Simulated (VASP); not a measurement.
Take CsCl (CsCl type), without spin-orbit terms, in VASP with PAW potentials, and its band gap. The mesh is coarse and the basis finite, so the quasiparticle values are not converged.

One run gives 6.13 eV. Which level is it?
A. HSEsol (PBE cell)
B. G0W0@PBE (starting cell)
C. PBE0 (PBE cell)
D. Hartree-Fock (PBE cell)

A, HSEsol (PBE cell).  The others give 7.01 (PBE0 (PBE cell)), 7.64 (G0W0@PBE (starting cell)), 13.36 (Hartree-Fock (PBE cell)).

Only levels that ran to the end are used. Left out are those held back, those with too coarse a band path, GW runs whose mesh misses a band edge, hybrids' fits of cells that aren't cubic and levels without matching references; a question may draw on a part of the rest.

The compound is CsCl in the CsCl type structure.
